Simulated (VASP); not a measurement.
A run of VASP 6.6.1:

INCAR

```
PREC = Accurate
ENCUT = 580
EDIFF = 1E-6
ISMEAR = -1
SIGMA = 0.05
LREAL = False
LASPH = True
NELM = 80
ALGO = Normal
ISIF = 3
LWAVE = False
LCHARG = False
GGA = PE
IBRION = 2
NSW = 60
EDIFFG = -0.01
```

File KPOINTS:

```
Automatic mesh
0
Gamma
  9 9 5
```

File POSCAR:

```
Ga2O3
1.0
    6.1070000000     -1.5185500000      0.0000000000
    6.1070000000      1.5185500000      0.0000000000
   -1.3859888959      0.0000000000      5.6300087380
Ga O
4 6
Direct
    0.3413400000      0.3413400000      0.6859800000
    0.6586600000      0.6586600000      0.3140200000
    0.9095000000      0.9095000000      0.2054000000
    0.0905000000      0.0905000000      0.7946000000
    0.5041000000      0.5041000000      0.7434000000
    0.4959000000      0.4959000000      0.2566000000
    0.8267000000      0.8267000000      0.4368000000
    0.1733000000      0.1733000000      0.5632000000
    0.8355000000      0.8355000000      0.8902000000
    0.1645000000      0.1645000000      0.1098000000
```

Potentials or basis: VASP PAW PBE potentials, release 64 (Ga, O).

Launch:

```console
$ cat potpaw_PBE.64/Ga/POTCAR potpaw_PBE.64/O/POTCAR > POTCAR
$ mpirun -np 1 vasp_std > vasp.out
```

Hardware: 1 thread of Intel(R) Xeon(R) Platinum 8488C (Sapphire Rapids), on a shared host.

Problem. How long does it take, and how much memory?

Solution. It took 39 min on 1 thread of Intel(R) Xeon(R) Platinum 8488C (Sapphire Rapids), on a shared host, peak memory 0.57 GiB. Counts: scf iterations 77, k points 115, ion steps 13.
